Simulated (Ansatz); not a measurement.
This was printed by a script on the Ansatz DFT code, driven from Python, for a calculation of the dielectric tensor and Born charges of BaTe, space group Fm-3m. What did the script look like? Use: LDA, PAW, cutoff 450 eV, 5×5×5 k-points, fixed occupations.

```cif
data_structure
_symmetry_space_group_name_H-M 'P 1'
_symmetry_Int_Tables_number 1
_cell_length_a 4.8225
_cell_length_b 4.8225
_cell_length_c 4.8225
_cell_angle_alpha 60.000
_cell_angle_beta 60.000
_cell_angle_gamma 60.000
_cell_volume 79.30
loop_
_atom_site_label
_atom_site_type_symbol
_atom_site_fract_x
_atom_site_fract_y
_atom_site_fract_z
_atom_site_occupancy
Ba1 Ba 0.00000 0.00000 0.00000 1
Te1 Te 0.50000 0.50000 0.50000 1
```

```console
$ python bate_eps.py
principal values of eps_inf: [6.553 6.553 6.553]
refractive indices: [2.56 2.56 2.56]
Ba Z* trace/3 = +2.587 e
Te Z* trace/3 = -2.587 e
charge neutrality missed by 0.0043 e before the sum rule
```

The script that was run (others could print the same):

The script, `bate_eps.py`:
```python
# -*- coding: utf-8 -*-
"""Response of BaTe to an electric field."""

import ansatz as az
from ase import Atoms
import numpy as np

XC = "lda"
CUTOFF_EV = 450
OCCUPATIONS = "fixed"


def main():
    atoms = Atoms(
        ["Ba", "Te"],
        scaled_positions=[
            (0.0, 0.0, 0.0),
            (0.5, 0.5, 0.5),
        ],
        cell=[
            (0.0, 3.41, 3.41),
            (3.41, 0.0, 3.41),
            (3.41, 3.41, 0.0),
        ],
        pbc=True,
    )
    xtal = az.Crystal.from_ase(atoms)

    # an insulator: whole occupations
    calculation = xtal.calculation().functional(XC).basis(CUTOFF_EV).kpoints(5).occupations(OCCUPATIONS).dielectric()
    res = calculation.run(threads=1)
    response = res.dielectric
    eps = np.asarray(response.eps_inf)

    values = np.linalg.eigvalsh(eps)
    print("principal values of eps_inf:", np.round(values, 3))
    print("refractive indices:", np.round(np.sqrt(values), 3))
    for site, z in zip(res.lattice.sites, response.zstar_e):
        print(f"{site.symbol:2s} Z* trace/3 = {np.trace(z) / 3:+.3f} e")
    print(f"charge neutrality missed by {response.zstar_sum_residual_pre_e:.4f} e before the sum rule")


if __name__ == "__main__":
    main()
```

Caveats:
- Under fixed occupations the level called the Fermi level is the highest filled one on the SCF mesh; off the mesh a filled band can lie a little above it.
- Pressure is positive in compression.
- The structure is a deposited one; some such entries were measured under pressure or heat, so a shift against it needn't be the functional's error alone.
- This is the electronic (clamped-ion) response; a semilocal gap that is too small tends to raise it. The typed mesh is that of the SCF; the response is solved on denser meshes that the run picks.
- The whole script took 60 s on 1 thread of Arm Neoverse N1, with other jobs on the host, peak memory 0.54 GiB.

(A comment or docstring line of the script was reworded after the run, the code is as it ran; lines on the test bed's own set-up are left out of the output.)
